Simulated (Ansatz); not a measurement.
Structure types of TiC were relaxed at one common pressure (all-electron LAPW in Ansatz 0.2.0 under PBE, scalar-relativistic, no spin polarisation, zero temperature). They take these volumes:

```
    type  space group  V (Å³/atom)
rocksalt        Fm-3m         6.32
    CsCl        Pm-3m         5.98
      WC        P-6m2         6.33
    NiAs     P6_3/mmc         6.50
```

Q: At about which pressure, and is the densest type also the lowest in enthalpy?

A: 300 GPa. The densest is CsCl, and it is 552 meV/atom above rocksalt: its gain in pV doesn't pay for its higher energy here.
